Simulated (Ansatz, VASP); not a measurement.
# Cross-check of InB26P26S (S_P-In_B) between VASP and Ansatz

Aim: how closely do two programs agree when they are given the same cell, functional and k mesh? Of the first pair: The structure shown is the start of the Ansatz relaxation below; VASP solves that cell, so the two are compared at the walk's first step.

Program: Ansatz 0.2.0. Level of theory: plane waves, with VASP 6.6.1 beside it; r2SCAN. Results are calculated unless marked as measured.

## Step 1: The structure

The cell holds 54 atoms: 26 B, 26 P, 1 S and 1 In. Cell: a = 9.623 Å, b = 9.623 Å, c = 9.623 Å, α = 60.0°, β = 60.0°, γ = 60.0°. It derives from BP (BP (F-43m)). Nearest the centre at fractional (0.292, 0.625, 0.625): In54 at 0.96 Å, S53 at 1.01 Å, P39 at 2.43 Å, P31 at 2.46 Å, B17 at 2.47 Å, B15 at 2.50 Å, B9 at 2.50 Å, P33 at 2.51 Å. The cell carries charge −1.

Coordinates:

```
B P S In
1.0
     0.00000    6.80456    6.80456
     6.80456    0.00000    6.80456
     6.80456    6.80456    0.00000
B P S In
26 26 1 1
Direct
  0.99379 0.00173 0.00113
  0.99889 0.99565 0.33914
  0.99512 0.99929 0.66682
  0.99442 0.33679 0.00314
  0.00188 0.33651 0.32709
  0.99468 0.33838 0.66707
  0.99520 0.67074 0.00301
  0.99993 0.66540 0.33907
  0.99516 0.66574 0.67211
  0.33940 0.99809 0.99950
  0.33718 0.00012 0.33530
  0.33479 0.00395 0.66067
  0.33352 0.33259 0.00543
  0.33930 0.33190 0.32932
  0.33256 0.32888 0.67243
  0.32768 0.66728 0.00040
  0.32805 0.66525 0.33578
  0.66326 0.00320 0.00411
  0.67052 0.00267 0.33238
  0.66901 0.00090 0.66044
  0.66422 0.33752 0.00294
  0.66697 0.33658 0.32725
  0.66391 0.33124 0.67298
  0.67098 0.66955 0.99566
  0.66034 0.66944 0.33524
  0.66652 0.67271 0.66369
  0.24528 0.24764 0.25429
  0.25397 0.25212 0.57753
  0.24529 0.24860 0.92209
  0.24496 0.58709 0.25325
  0.25506 0.57833 0.91534
  0.25367 0.91522 0.25313
  0.24522 0.92150 0.58528
  0.24671 0.92138 0.91911
  0.58186 0.25567 0.24557
  0.58859 0.25142 0.58103
  0.57845 0.25528 0.91752
  0.58265 0.57790 0.25469
  0.57822 0.58532 0.58182
  0.58682 0.58374 0.91885
  0.58321 0.91864 0.25399
  0.58204 0.91124 0.58626
  0.57917 0.91356 0.92084
  0.92078 0.25115 0.24406
  0.91764 0.25238 0.57709
  0.92089 0.24438 0.91603
  0.91797 0.57999 0.24660
  0.92046 0.58015 0.58686
  0.91042 0.58569 0.91956
  0.91433 0.91579 0.24699
  0.91379 0.92079 0.57898
  0.91541 0.91225 0.92240
  0.24477 0.58167 0.58653
  0.32924 0.66348 0.67086
```

## Step 2: Ansatz: relaxation, r2SCAN

Ansatz runs on its PAW soft_1 files.

The two programs are compared at the cell with which this relaxation starts, whose forces are those of its first step.

Input file input.yaml:

```yaml
crystal:
  lattice:
    - [0.0, 2.26818541, 2.26818541]
    - [2.26818541, 0.0, 2.26818541]
    - [2.26818541, 2.26818541, 0.0]
  atoms:
    - { symbol: B, position: [0.0, 0.0, 0.0] }
    - { symbol: P, position: [0.75, 0.75, 0.75] }
  supercell: [3, 3, 3]
  defects:
    - { substitution: { at: 9, symbol: S } }
    - { substitution: { at: 34, symbol: In } }
total_charge: -1
basis:
  ecutwfc: 500
  xc_grid: 2
hamiltonian:
  xc: r2scan
  pseudopotentials: { kind: paw, azcp: { folder: soft_1 } }
kpoints:
  mp_grid: { grid: [2, 2, 2], shift: [0.5, 0.5, 0.5] }
scf:
  occupations: { method: fixed }
  max_iter: 60
output:
  forces: true
  charged_corrections:
    epsilon: 9.31
    static_epsilon: 9.42
    defect_position: [0.291667, 0.625, 0.625]
relax:
  f_tol: 0.02
  max_steps: 80
  random_displacement: { amplitude: 0.05, seed: 2422 }
checkpoint:
  write: "../qm1.relax.run"
  compress: false
  write_wavefunctions: true
  write_every: 100000
```

The run is started by

```sh
> ansatz run input.yaml --threads 4 --pin off --max-ram 7536MiB --backend cpu --events-out ev --progress --plain --runs-dir out
```

Numbers of over 12 decimals in the logs are rounded to 6 here.

The log of the run:

```text
Engine: ansatz 0.2.0, aarch64-unknown-linux-gnu
Pseudopotentials: kind: paw
Pseudopotential: B, paw, valence charge 3, recommended cutoff 500 eV (meta_gga), soft_1/B.paw.azcp
Pseudopotential: P, paw, valence charge 5, recommended cutoff 500 eV (meta_gga), soft_1/P.paw.azcp
Pseudopotential: S, paw, valence charge 6, recommended cutoff 500 eV (meta_gga), soft_1/S.paw.azcp
Pseudopotential: In, paw, valence charge 13, recommended cutoff 500 eV (meta_gga), soft_1/In.paw.azcp
Functional definition: r2SCAN
  parameter k0 = 0.174
  parameter k1 = 0.065
  parameter a1 = 4.9479
  exchange = r2scan_x(k0 = k0, k1 = k1, a1 = a1)
  correlation = r2scan_c
Crystal: 54 atoms, lattice volume = 630.129 Å³
Basis set: ecut = 500 eV, 16049 PW (Γ), exchange–correlation on 144×144×144 points (8 copies of the dense FFT grid, shifted against one another)
Bands: 168, of which v1, the nominal top of the filled ones, is band 114 counted from 1 (113 counted from 0)
Symmetry: 1 space group operations
k-points: 4 of 8 (time reversal used)
Non-local potential: B, projectors of the file, l = 0: 2, l = 1: 2, l = 2: 1
Non-local potential: P, projectors of the file, l = 0: 2, l = 1: 2, l = 2: 1
Non-local potential: S, projectors of the file, l = 0: 2, l = 1: 2, l = 2: 1
Non-local potential: In, projectors of the file, l = 0: 2, l = 1: 2, l = 2: 2, l = 3: 1
PAW form: soft (Blöchl's): semilocal exchange-correlation on the pseudo side does not see the compensation charge
PAW frozen core: B, regenerated for the run's functional (the file was generated under x = pbe(κ = 0.804, μ = 0.219515), c = pbe(β = 0.066725))
PAW frozen core: P, regenerated for the run's functional (the file was generated under x = pbe(κ = 0.804, μ = 0.219515), c = pbe(β = 0.066725))
PAW frozen core: S, regenerated for the run's functional (the file was generated under x = pbe(κ = 0.804, μ = 0.219515), c = pbe(β = 0.066725))
PAW frozen core: In, regenerated for the run's functional (the file was generated under x = pbe(κ = 0.804, μ = 0.219515), c = pbe(β = 0.066725))
PAW one-centre angular grid: B, 302 points (default); XC on 223 of its mesh's 2233 points in the sphere
PAW one-centre angular grid: P, 302 points (default); XC on 160 Gauss nodes
PAW one-centre angular grid: S, 302 points (default); XC on 160 Gauss nodes
PAW one-centre angular grid: In, 590 points (default); XC on 160 Gauss nodes
Initial density: superposition of atomic densities (chi_scale 0.1, normalization cell, long waves kept (reshape's long-wave potential 0.08 eV rms))
Initial wavefunctions: pseudopotential atomic-orbital guess
Functional: x = r2scan, c = r2scan; τ floored in thin density (d = 2e-4 eV/Å³)
SCF iter   1: F=—  HF=-30335.954971 eV  |F-HF|=—  |Δ(HF+E_count)|=         —  Δρ=8.49e-2  dr2=5.26e1  dr2_τ=5.73e0  ethr=3.10e-3  ⟨swp⟩=6.8  Hψ=2587  notcnv=0  defer=201
preconditioner: auto → Resta (q_TF=auto, 2.303 Å⁻¹)  ε∞=4.4  [insulator: Δε(μ)=0.041 eV  Ē_g=12.169 eV  n_scr=136 (ndim 8)  ℏωp=22.3 eV  f_vac=0.000  ε∞_Penn≈4.4]
SCF iter   2: F=—  HF=-30326.605950 eV  |F-HF|=—  |Δ(HF+E_count)|=    9.35e0  Δρ=4.22e-2  dr2=1.07e1  dr2_τ=2.54e-1  ethr=3.10e-3  ⟨swp⟩=4.0  Hψ=1202  notcnv=0  defer=201
SCF iter   3: F=—  HF=-30325.514108 eV  |F-HF|=—  |Δ(HF+E_count)|=    1.09e0  Δρ=9.00e-3  dr2=5.41e-1  dr2_τ=2.05e-2  ethr=3.10e-3  ⟨swp⟩=4.2  Hψ=1204  notcnv=0  defer=201
SCF iter   4: F=—  HF=-30325.530792 eV  |F-HF|=—  |Δ(HF+E_count)|=   1.67e-2  Δρ=1.56e-3  dr2=1.45e-2  dr2_τ=9.70e-4  ethr=2.37e-4  ⟨swp⟩=4.0  Hψ=964  notcnv=0  defer=208
SCF iter   5: F=—  HF=-30325.534533 eV  |F-HF|=—  |Δ(HF+E_count)|=   3.74e-3  Δρ=4.00e-4  dr2=1.14e-3  dr2_τ=7.77e-5  ethr=6.37e-6  ⟨swp⟩=4.5  Hψ=1219  notcnv=0  defer=208
SCF iter   6: F=—  HF=-30325.534486 eV  |F-HF|=—  |Δ(HF+E_count)|=   4.66e-5  Δρ=8.11e-5  dr2=4.29e-5  dr2_τ=2.85e-6  ethr=5.01e-7  ⟨swp⟩=2.0  Hψ=1130  notcnv=0  defer=208
SCF iter   7: F=-30325.534484 eV  HF=-30325.534486 eV  |F-HF|=2.04e-6  |Δ(HF+E_count)|=   3.81e-7  Δρ=1.94e-5  dr2=2.97e-6  dr2_τ=1.15e-7  ethr=4.39e-9  ⟨swp⟩=7.5  Hψ=2622  notcnv=0
SCF 1 converged in 7 iterations: F = -30325.534484 eV  dr2 = 2.97e-6
  greatest PAW one-centre occupation: 0.977 electrons in one spin orbital (limit 2), on the In atom at site 34 (counted from 0), in its partial waves of l = 2
relax step   1: F+E_penalty+E_count = -30325.53448443 eV  Δ(F+E_penalty+E_count) = +0.000e0 eV  max|allowed force component| = 1.014e1 eV/Å  Δτ_max = 0.0000 Å  (7 SCF iters, dr2 threshold 1.00e-5 eV, accepted)
Initial density: handed on by an earlier stage of this run
Initial wavefunctions: those handed on with the density
iter 1 solved again at ethr=1.14e-4 eV; its pass at ethr=3.10e-3 eV (dr2=2.60e-1 eV) is discarded
[...]
k-point 2: bands = [... 110 lower, 8.6418, 8.9348, 9.3903, 11.2160, 11.8947, 12.1549, 12.2258, 12.3153, ... 50 higher]
  k-point 3: bands = [... 110 lower, 8.6418, 8.9348, 9.3904, 11.2160, 11.8947, 12.1549, 12.2259, 12.3153, ... 50 higher]
--- Relaxed structure (6 steps of the walk, 6 accepted, 0 SCFs on fresh bases) ---
  F+E_penalty+E_count = -30334.96991439 eV   max|allowed force component| = 8.051e-3 eV/Å
  atoms:
    - { symbol: B, position: [-0.0016252, 0.00102732, 0.00128828] }
    - { symbol: P, position: [0.249939, 0.249449, 0.249712] }
    - { symbol: B, position: [-0.00132062, 0.00103829, 0.333756] }
    - { symbol: P, position: [0.249400, 0.249906, 0.584485] }
    - { symbol: B, position: [-0.00703599, 0.00630288, 0.667861] }
    - { symbol: P, position: [0.247945, 0.250625, 0.918284] }
    - { symbol: B, position: [-0.00131828, 0.333497, 0.00129589] }
    - { symbol: P, position: [0.249402, 0.584224, 0.250167] }
    - { symbol: B, position: [-0.00108025, 0.333741, 0.334002] }
    - { symbol: S, position: [0.234262, 0.569092, 0.569355] }
    - { symbol: B, position: [-0.000786332, 0.334026, 0.668232] }
    - { symbol: P, position: [0.233939, 0.568759, 0.959963] }
    - { symbol: B, position: [-0.00703648, 0.667599, 0.00656496] }
    - { symbol: P, position: [0.247945, 0.918020, 0.250889] }
    - { symbol: B, position: [-0.000786422, 0.667970, 0.334286] }
    - { symbol: P, position: [0.233940, 0.959698, 0.569023] }
    - { symbol: B, position: [-0.010715, 0.669620, 0.669884] }
    - { symbol: P, position: [0.248062, 0.917109, 0.917371] }
    - { symbol: B, position: [0.332056, 0.000278182, 0.000544425] }
    - { symbol: P, position: [0.582981, 0.250150, 0.250409] }
    - { symbol: B, position: [0.332778, 0.00630038, 0.328048] }
    - { symbol: P, position: [0.583197, 0.250621, 0.583033] }
    - { symbol: B, position: [0.332450, 0.00575546, 0.667531] }
    - { symbol: P, position: [0.582436, 0.250410, 0.917519] }
    - { symbol: B, position: [0.332780, 0.327782, 0.00656334] }
    - { symbol: P, position: [0.583197, 0.582772, 0.250883] }
    - { symbol: B, position: [0.333148, 0.334032, 0.334293] }
    - { symbol: P, position: [0.624860, 0.568769, 0.569028] }
    - { symbol: B, position: [0.334794, 0.324108, 0.669880] }
    - { symbol: P, position: [0.582290, 0.582881, 0.917371] }
    - { symbol: B, position: [0.332452, 0.667268, 0.00601749] }
    - { symbol: P, position: [0.582435, 0.917257, 0.250672] }
    - { symbol: B, position: [0.334795, 0.669617, 0.324372] }
    - { symbol: P, position: [0.582289, 0.917110, 0.583142] }
    - { symbol: In, position: [0.333174, 0.668011, 0.668279] }
    - { symbol: P, position: [0.582078, 0.916899, 0.917162] }
    - { symbol: B, position: [0.665704, 0.000523775, 0.000787421] }
    - { symbol: P, position: [0.915460, 0.250290, 0.250550] }
    - { symbol: B, position: [0.666208, 0.00102979, 0.333453] }
    - { symbol: P, position: [0.914623, 0.249449, 0.585025] }
    - { symbol: B, position: [0.665460, 0.000276105, 0.667141] }
    - { symbol: P, position: [0.915328, 0.250145, 0.918065] }
    - { symbol: B, position: [0.666210, 0.333190, 0.00129012] }
    - { symbol: P, position: [0.914624, 0.584762, 0.249711] }
    - { symbol: B, position: [0.666210, 0.333503, 0.333763] }
    - { symbol: P, position: [0.915092, 0.584217, 0.584478] }
    - { symbol: B, position: [0.671475, 0.327789, 0.667859] }
    - { symbol: P, position: [0.915803, 0.582767, 0.918284] }
    - { symbol: B, position: [0.665461, 0.666876, 0.00053986] }
    - { symbol: P, position: [0.915327, 0.917805, 0.250405] }
    - { symbol: B, position: [0.671477, 0.667598, 0.328049] }
    - { symbol: P, position: [0.915803, 0.918022, 0.583028] }
    - { symbol: B, position: [0.670940, 0.667266, 0.667527] }
    - { symbol: P, position: [0.915587, 0.917258, 0.917520] }
```

## Step 3: VASP: single point, r2SCAN, start cell, pair 1

The same cell, functional and mesh now go to VASP, with its own data sets.

Lines of VASP's logs that name or quote its potential files are left out, and so is its time.

Input file INCAR:

```
SYSTEM = InB26P26S
PREC = Accurate
ENCUT = 460
EDIFF = 1E-06
NELM = 120
ISMEAR = 0
SIGMA = 0.01
LREAL = Auto
ALGO = Normal
METAGGA = R2SCAN
LASPH = .TRUE.
NELECT = 228
NBANDS = 152
LORBIT = 11
LWAVE = .FALSE.
LCHARG = .FALSE.
ISIF = 2
ISYM = 0
GGA_COMPAT = .FALSE.
EFERMI = MIDGAP
LMIXTAU = .TRUE.
KPAR = 4
```

Input file POSCAR:

```
InB26P26S
1.0
    0.0000000000      6.8045562257      6.8045562257
    6.8045562257      0.0000000000      6.8045562257
    6.8045562257      6.8045562257      0.0000000000
B P S In
26 26 1 1
Direct
    0.9937937907      0.0017334709      0.0011254959
    0.9988870692      0.9956460056      0.3391371786
    0.9951181974      0.9992851114      0.6668203406
    0.9944232219      0.3367948510      0.0031400284
    0.0018811660      0.3365065148      0.3270904709
    0.9946750385      0.3383788632      0.6670725980
    0.9951986582      0.6707426390      0.0030144508
    0.9999340148      0.6654040102      0.3390726630
    0.9951631673      0.6657370958      0.6721100316
    0.3393975189      0.9980887071      0.9994957055
    0.3371788584      0.0001248428      0.3353046730
    0.3347872256      0.0039491921      0.6606722541
    0.3335247626      0.3325925931      0.0054348879
    0.3392986880      0.3319020264      0.3293225782
    0.3325557061      0.3288755248      0.6724318013
    0.3276807371      0.6672849558      0.0003972338
    0.3280512977      0.6652485996      0.3357786201
    0.6632606669      0.0032016048      0.0041098198
    0.6705224924      0.0026711514      0.3323818520
    0.6690083598      0.0009033653      0.6604382198
    0.6642164235      0.3375192920      0.0029374436
    0.6669673744      0.3365797745      0.3272544052
    0.6639106725      0.3312359286      0.6729806248
    0.6709836540      0.6695513784      0.9956567337
    0.6603444591      0.6694396885      0.3352383204
    0.6665193658      0.6727137448      0.6636877337
    0.2452826378      0.2476390001      0.2542857231
    0.2539668191      0.2521207031      0.5775298741
    0.2452932924      0.2486048971      0.9220921676
    0.2449605007      0.5870902330      0.2532546492
    0.2550580732      0.5783291179      0.9153424255
    0.2536653299      0.9152226528      0.2531323047
    0.2452158443      0.9214994765      0.5852772566
    0.2467088880      0.9213797773      0.9191130608
    0.5818590322      0.2556724410      0.2455739132
    0.5885869507      0.2514178652      0.5810293675
    0.5784510216      0.2552796159      0.9175173653
    0.5826462253      0.5779021981      0.2546881740
    0.5782188242      0.5853162746      0.5818168546
    0.5868215160      0.5837409330      0.9188462543
    0.5832068056      0.9186423468      0.2539929780
    0.5820440553      0.9112427459      0.5862552043
    0.5791659837      0.9135636908      0.9208357301
    0.9207782686      0.2511532631      0.2440586050
    0.9176350070      0.2523839826      0.5770880377
    0.9208856966      0.2443753046      0.9160338005
    0.9179744854      0.5799905048      0.2465994760
    0.9204562050      0.5801531899      0.5868584030
    0.9104153591      0.5856858798      0.9195593794
    0.9143272968      0.9157924916      0.2469919337
    0.9137854540      0.9207862044      0.5789755231
    0.9154081168      0.9122533188      0.9224048993
    0.2447733467      0.5816655589      0.5865268605
    0.3292418235      0.6634796378      0.6708570476
```

Input file KPOINTS:

```
Points of the shifted mesh
8
Reciprocal
 0.2500000000  0.2500000000  0.2500000000 1
 0.2500000000  0.2500000000  0.7500000000 1
 0.2500000000  0.7500000000  0.2500000000 1
 0.2500000000  0.7500000000  0.7500000000 1
 0.7500000000  0.2500000000  0.2500000000 1
 0.7500000000  0.2500000000  0.7500000000 1
 0.7500000000  0.7500000000  0.2500000000 1
 0.7500000000  0.7500000000  0.7500000000 1
```

Potentials, in the order of the species: B, P, S and In_d (PBE family, release 64).

The run is started by

```sh
> mpirun -np 8 vasp_std
```

The log of the run:

```text
[banner, memory and clock lines left out]
running    8 mpi-ranks, on    1 nodes
[...]
|                                                                             |
|           W    W    AA    RRRRR   N    N  II  N    N   GGGG   !!!           |
|           W    W   A  A   R    R  NN   N  II  NN   N  G    G  !!!           |
|           W    W  A    A  R    R  N N  N  II  N N  N  G       !!!           |
|           W WW W  AAAAAA  RRRRR   N  N N  II  N  N N  G  GGG   !            |
|           WW  WW  A    A  R   R   N   NN  II  N   NN  G    G                |
|           W    W  A    A  R    R  N    N  II  N    N   GGGG   !!!           |
|                                                                             |
|     For optimal performance we recommend to set                             |
|       NCORE = 2 up to number-of-cores-per-socket                            |
|     NCORE specifies how many cores store one orbital (NPAR=cpu/NCORE).      |
|     This setting can greatly improve the performance of VASP for DFT.       |
[...]
DAV:   5    -0.510472596580E+03   -0.23938E+00   -0.23869E+00  3648   0.410E+00BRMIX: very serious problems
 the old and the new charge density differ
 old charge density:   227.00000 new  228.00000
BRMIX: very serious problems
 the old and the new charge density differ
 old charge density:   227.00000 new  228.00000
BRMIX: very serious problems
 the old and the new charge density differ
 old charge density:   227.00000 new  228.00000
BRMIX: very serious problems
 the old and the new charge density differ
 old charge density:   227.00000 new  228.00000
    0.481E+01
DAV:   6    -0.478546052205E+03    0.31927E+02   -0.28368E+01  3664   0.251E+01    0.273E+01
DAV:   7    -0.449109327304E+03    0.29437E+02   -0.82432E+00  3016   0.718E+00    0.808E+00
DAV:   8    -0.455101499649E+03   -0.59922E+01   -0.10094E+01  2664   0.816E+00    0.397E+00
DAV:   9    -0.456429297565E+03   -0.13278E+01   -0.16942E+00  2712   0.410E+00    0.273E+00
[...]
DAV:  18    -0.456578832240E+03    0.22529E-04   -0.17117E-05  3120   0.150E-02    0.668E-02
DAV:  19    -0.456578833693E+03   -0.14527E-05   -0.83450E-07  1840   0.303E-03    0.651E-02
DAV:  20    -0.456578834289E+03   -0.59594E-06   -0.22912E-07  1576   0.184E-03
   1 F= -.45657883E+03 E0= -.45657883E+03  d E =-.663534E-09
```

Parts of OUTCAR (step 3):

```text
  Total       50.6931829     52.4509178     51.4954430     -3.9081811     -7.4520771     -8.6621663
  in kB      128.8934138    133.3626627    130.9332549     -9.9370128    -18.9477874    -22.0245824
  external PRESSURE =     131.0631105 kB  Pullay stress =       0.0000000 kB

 POSITION                                       TOTAL-FORCE (eV/Angst)
 -----------------------------------------------------------------------------------
      0.01945      6.76998      6.77412        -0.510383      0.743567      0.430025
      9.08261      9.10466     13.57191        -0.784179     -0.969565      1.151590
     11.33711     11.30875     13.57103         0.617876      0.150028      0.681713
      2.31311      6.78798      9.05835        -1.066598     -0.092394      0.306291
      4.51548      2.23851      2.30258         0.056725      0.118591     -0.801776
      6.84165     11.30746      9.07084        -1.207703      0.805915      0.021180
      4.58462      6.79240     11.33599        -1.016795      0.542344     -0.222190
      6.83502      9.11135     11.33189        -0.498624     -0.740041     -0.339239
      9.10346     11.34505     11.30169         0.335774     -0.413600      0.123412
     13.59268      9.11057      9.10100         0.751148     -0.556805     -1.044872
      2.28245      4.57595      2.29520         0.366067     -0.471468     -0.430960
      4.52245      6.77366      2.30495         0.853685      0.609663     -0.508325
      2.30013      2.30647      4.53263        -0.222563     -0.396685     -0.687272
      4.49934      4.54967      4.56722         0.929522     -0.759649     -0.384731
[...]
-----------------------------------------------------------------------------------
    total drift:                               -0.008731     -0.030244     -0.001117

  FREE ENERGIE OF THE ION-ELECTRON SYSTEM (eV)
  ---------------------------------------------------
  free  energy   TOTEN  =      -456.5788342889 eV

  energy  without entropy=     -456.5788342882  energy(sigma->0) =     -456.57883429

[... 2 further parts left out ...]
```

The run ends at a pressure of 13.11 GPa, with forces up to 17 eV/Å.

## Step 4: Differences

Known differences besides the potentials themselves: VASP keeps PBE cores, Ansatz makes them for the functional; fixed occupations in Ansatz, narrow Gaussian smearing in VASP; the cutoff is 500 eV in Ansatz and 460 eV in VASP (PREC = Accurate, projectors in real space). Total energies have different zeros and are not compared.

Forces on 7 of the 54 atoms, those with the largest forces and the largest differences (eV/Å; atoms numbered as in POSCAR):

```csv
atom,"Ansatz x, y, z","VASP x, y, z"
P31,"10.139, 9.098, -9.962","10.078, 9.025, -9.899"
P33,"6.054, -6.733, 6.303","5.990, -6.675, 6.239"
P39,"-8.553, 8.970, 8.806","-8.488, 8.898, 8.739"
P42,"0.504, -0.752, 1.621","0.501, -0.750, 1.622"
P43,"-0.292, 0.165, 1.956","-0.288, 0.167, 1.949"
S53,"-7.878, -7.985, -7.899","-7.762, -7.866, -7.775"
In54,"0.770, -3.195, 2.391","0.711, -3.222, 2.343"
```

The forces differ by 24 meV/Å r.m.s., which is 1.0 % of the r.m.s. force of 2.355 eV/Å (both taken over all components). VASP's last cycles still show a density residual of 7e-03, so its state may not be settled. The cell carries a charge of -1 e against a uniform background, so its pressure also hangs on how the neutralising background is counted, and in a defect's cell a gap may be the spacing between its levels.

(Part 1 of 2 ends here.)

[Lines on the potential files, build, host, timing and source positions are cut from VASP's logs without a mark.]

[Logs are printed without paths, hosts, clocks, repeated set-up lines and the standing remarks that a program may print on its own settings, such as how far it seeks lower states.]

[Hosts, paths, dates, database ids (printed as entryN), source tags and the programs' standing remarks are cut or masked in the printed files.]
